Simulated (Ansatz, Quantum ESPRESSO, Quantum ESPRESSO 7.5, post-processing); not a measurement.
# 5 layers of MgO(001) between Pd(100) leads: ballistic transmission

Aim: the zero-bias transmission with pwcond for this junction: 5 layers of MgO(001) between Pd(100) leads.

Program: Quantum ESPRESSO 7.5. Level of theory: plane-wave DFT, LDA, GBRV ultrasoft pseudopotentials (cross-check by Ansatz 0.2.0 with PAW datasets). Results are calculated unless marked as measured.

Most raw output is cut from this account.

## 1. Set-up

The cell holds 27 atoms: 17 Pd, 5 O and 5 Mg. Its edges and angles: a = 2.786 Å, b = 2.786 Å, c = 44.720 Å, α = 90.0°, β = 90.0°, γ = 90.0°. It derives from MgO. Regions: left lead, 8 atoms (8 Pd); channel, 11 atoms (5 O, 5 Mg and 1 Pd); right lead, 8 atoms (8 Pd). The structure is stacked along c, and the current runs across the ab planes.

## 2. Self-consistent run

One periodic cell holds a stretch of lead, the junction and more lead; the atoms stay as built.

Contents of scf.in:

```
&control
  prefix = 'scf'
  outdir = './out'
  pseudo_dir = './pseudo'
  calculation = 'scf'
  tprnfor = .true.
/
&system
  ibrav = 0
  nat = 27
  ntyp = 3
  ecutwfc = 40
  ecutrho = 200
  occupations = 'smearing'
  smearing = 'mv'
  degauss = 0.01
/
&electrons
  conv_thr = 1e-07
  mixing_beta = 0.25
  electron_maxstep = 120
  mixing_mode = 'local-TF'
/
ATOMIC_SPECIES
  Pd  106.4200  pd_lda_v1.4.uspp.F.UPF
  O   15.9990  o_lda_v1.2.uspp.F.UPF
  Mg  24.3050  mg_lda_v1.4.uspp.F.UPF
CELL_PARAMETERS angstrom
  2.78600071787500 0.00000000000000 0.00000000000000
  0.00000000000000 2.78600071787500 0.00000000000000
  0.00000000000000 0.00000000000000 44.72000000000000
ATOMIC_POSITIONS crystal
  Pd  0.000000000000 0.000000000000 0.000000000000
  Pd  0.500000000000 0.500000000000 0.044051878354
  Pd  0.000000000000 0.000000000000 0.088103756708
  Pd  0.500000000000 0.500000000000 0.132155635063
  Pd  0.000000000000 0.000000000000 0.176207513417
  Pd  0.500000000000 0.500000000000 0.220259391771
  Pd  0.000000000000 0.000000000000 0.264311270125
  Pd  0.500000000000 0.500000000000 0.308363148479
[... 15 atom lines left out ...]
  Pd  0.000000000000 0.000000000000 0.823792486583
  Pd  0.500000000000 0.500000000000 0.867844364937
  Pd  0.000000000000 0.000000000000 0.911896243292
  Pd  0.500000000000 0.500000000000 0.955948121646
K_POINTS automatic
  9 9 1 0 0 0
```

Command:

```
$ OMP_NUM_THREADS=1 mpirun -n 4 pw.x -nk 4 -in scf.in > scf.out
```

Elapsed: 25 min, on 4 MPI ranks of Arm Neoverse V2, shared host; peak memory 2.1 GiB.

Read from the output:

- free energy: -56700.9304 eV
- Fermi energy: 15.93 eV

The program's own clock; routines nest. Time by routine:

```csv
routine,wall time (s),calls
PWSCF,1483,1
electrons,1465,1
c_bands,1306,50
cegterg,1232,200
h_psi,566.6,828
fftw,295.3,231114
vloc_psi,267.8,828
calbec,216.1,1044
add_vuspsi,147.6,828
s_psi,147.6,828
h_psi:calbec,146.8,828
sum_band,140.7,50
cdiaghg,49.17,824
init_run,11.88,1
```

The run needed 50 iterations to bring the estimated error under 1e-07 Ry; the largest force on any atom, held or free, is 1.27 eV/Å.

## 3. The open system

prefixt takes both regions from one run: the lead from 0 to bdl, the scattering region from bdl to bds (units of alat). ikind = 1 puts the same lead on both sides. The program's T_tot counts both spins in a run without spin; the tables below give T per spin.

Contents of cond.in:

```
&inputcond
  outdir = './out'
  prefixt = 'scf'
  tran_file = 'cond.dat'
  bdl = 2.8284271247
  bds = 16.0516828704
  ikind = 1
  ewind = 4.0
  epsproj = 1e-05
  nz1 = 7
  energy0 = 0.4
  denergy = -0.4
/
21
  0.00000000 0.00000000 0.01000000
  0.00000000 0.10000000 0.04000000
  0.00000000 0.20000000 0.04000000
  0.00000000 0.30000000 0.04000000
  0.00000000 0.40000000 0.04000000
  0.00000000 0.50000000 0.02000000
  0.10000000 0.10000000 0.04000000
  0.10000000 0.20000000 0.08000000
  0.10000000 0.30000000 0.08000000
  0.10000000 0.40000000 0.08000000
  0.10000000 0.50000000 0.04000000
  0.20000000 0.20000000 0.04000000
  0.20000000 0.30000000 0.08000000
  0.20000000 0.40000000 0.08000000
  0.20000000 0.50000000 0.04000000
  0.30000000 0.30000000 0.04000000
  0.30000000 0.40000000 0.08000000
  0.30000000 0.50000000 0.04000000
  0.40000000 0.40000000 0.04000000
  0.40000000 0.50000000 0.04000000
  0.50000000 0.50000000 0.01000000
3
```

Command:

```
$ OMP_NUM_THREADS=1 mpirun -n 4 pwcond.x -in cond.in > cond.out
```

Wall time 2.1 min (4 MPI ranks); peak memory 0.34 GiB; 8.2 min of CPU time.

The run finished, but its numbers are not taken as the system's. The fault: channel counts that differ from the second code's on over 12 % of the mesh's weight.

## 4. The open system

cond.w.in, as its differences from the input of step 3:

```diff
@@ -3,3 +3,3 @@
   prefixt = 'scf'
-  tran_file = 'cond.dat'
+  tran_file = 'cond.w.dat'
   bdl = 2.8284271247
@@ -7,4 +7,4 @@
   ikind = 1
-  ewind = 4.0
-  epsproj = 1e-05
+  ewind = 2.0
+  epsproj = 0.001
   nz1 = 7
```

Command:

```
$ OMP_NUM_THREADS=1 mpirun -n 4 pwcond.x -in cond.w.in > cond.w.out
```

It took 61 s on 4 MPI ranks; peak memory 0.28 GiB; 4.1 min of CPU time.

The run finished, but its numbers are not taken as the system's. The fault: channel counts that the second code doesn't bear out, a failure of the reduced basis or of the integration along z.

## 5. The same in Ansatz

A second code with its own PAW datasets, on the same atoms.

Level of this step: plane-wave DFT, LDA, Ansatz PAW (Ansatz 0.2.0).

Contents of input.yaml:

```yaml
crystal:
  lattice:
    - [2.7860007179, 0.0, 0.0]
    - [0.0, 2.7860007179, 0.0]
    - [0.0, 0.0, 44.72]
  atoms:
    - { symbol: Pd, position: [0.0, 0.0, 0.0] }
    - { symbol: Pd, position: [0.5, 0.5, 0.0440518784] }
    - { symbol: Pd, position: [0.0, 0.0, 0.0881037567] }
    - { symbol: Pd, position: [0.5, 0.5, 0.1321556351] }
    - { symbol: Pd, position: [0.0, 0.0, 0.1762075134] }
    - { symbol: Pd, position: [0.5, 0.5, 0.2202593918] }
    - { symbol: Pd, position: [0.0, 0.0, 0.2643112701] }
    - { symbol: Pd, position: [0.5, 0.5, 0.3083631485] }
[... 15 atom lines left out ...]
    - { symbol: Pd, position: [0.0, 0.0, 0.8237924866] }
    - { symbol: Pd, position: [0.5, 0.5, 0.8678443649] }
    - { symbol: Pd, position: [0.0, 0.0, 0.9118962433] }
    - { symbol: Pd, position: [0.5, 0.5, 0.9559481216] }
kpoints:
  mp_grid: { grid: [9, 9, 1] }
hamiltonian:
  xc: lda
scf:
  occupations: { method: fermi_dirac, width: 0.1 }
  convergence: { dr2_threshold: 1.0e-08 }
output:
  transmission: { leads: [[0, 2]], e_range: [-0.4, 0.4], de: 0.4, kmesh: [10, 10] }
  write_potential: true
  write_density: true
  volumetric_format: npy
```

Command:

```
$ ansatz run input.yaml --threads 4 --pin off --max-ram 8192MiB --backend cpu --events-out ev --progress --plain --runs-dir out
```

Run time: 43 s. Hardware: 4 threads; peak memory 2 GiB; 2.5 min of CPU time.

Numbers from this step:

```
free energy                                  : -128655.5055 eV
energy at zero smearing                      : -128654.9436 eV
smearing term TS                             : 1.124 eV
Fermi energy                                 : 16.81 eV
symmetry operations                          : 16
transmission at the Fermi level, one spin    : 9.42e-5
lead channels at the Fermi level, one spin   : 1.53
step of the lead's Hamiltonian over a period : 1.4 meV
```

Per spin; mean over the k mesh across the current. The transmission, zone mean by energy, zero at the Fermi level:

| energy (eV) | transmission, zone mean |
| --- | --- |
| -0.400 | 5.1e-5 |
| 0.000 | 9.4e-5 |
| 0.400 | 1.8e-4 |

Per spin; mean over the k mesh across the current. The open channels, zone mean by energy, zero at the Fermi level:

| energy (eV) | open channels, zone mean |
| --- | --- |
| -0.400 | 2.48 |
| 0.000 | 1.53 |
| 0.400 | 0.73 |

## 6. All levels side by side

All levels:

```csv
step,T at the Fermi level (per spin),conductance (G0),r.m.s. T(E) from the first,CPU time of the step (s),peak memory (GiB)
Ansatz,9.42e-5,-,0,150.1,2.023
pwcond,9.70e-5,9.70e-5,4.60e-6,494,0.34
"pwcond, changed setting",9.00e-5,9.00e-5,6.30e-6,244.7,0.28
```

Per spin; mean over the k mesh across the current. Table of transmission, zone mean by energy, zero at the Fermi level:

| energy (eV) | Ansatz | pwcond | pwcond, changed setting |
| --- | --- | --- | --- |
| -0.400 | 5.1e-5 | 5.7e-5 | 4.5e-5 |
| 0.000 | 9.4e-5 | 9.7e-5 | 9.0e-5 |
| 0.400 | 1.8e-4 | 1.7e-4 | 1.7e-4 |

## 7. What came out

```
conductance by pwcond, in doubt : 9.7e-5 G₀
conductance by Ansatz           : 9.4e-5 G₀
```

What this shows: pwcond (LDA, GBRV ultrasoft) gives 9.7e-5 G₀ and Ansatz (PAW) 9.4e-5 G₀ a cell at the Fermi level; the pwcond value is in doubt, since it shows channel counts that differ from the second code's on over 12 % of the mesh's weight. No independent third code was run. The geometry is as built, not relaxed, and the leads are short.

[Logs are printed without paths, hosts, clocks, repeated set-up lines and the standing remarks that a program may print on its own settings, such as how far it seeks lower states.]

[Hosts, paths, dates, database ids (printed as entryN), source tags and the programs' standing remarks are cut or masked in the printed files.]

[Maps of the electrostatic potential energy from Ansatz leave out the sawtooth potential of an applied field or a dipole correction, so their vacuum need not be flat; planar profiles and work functions include it.]
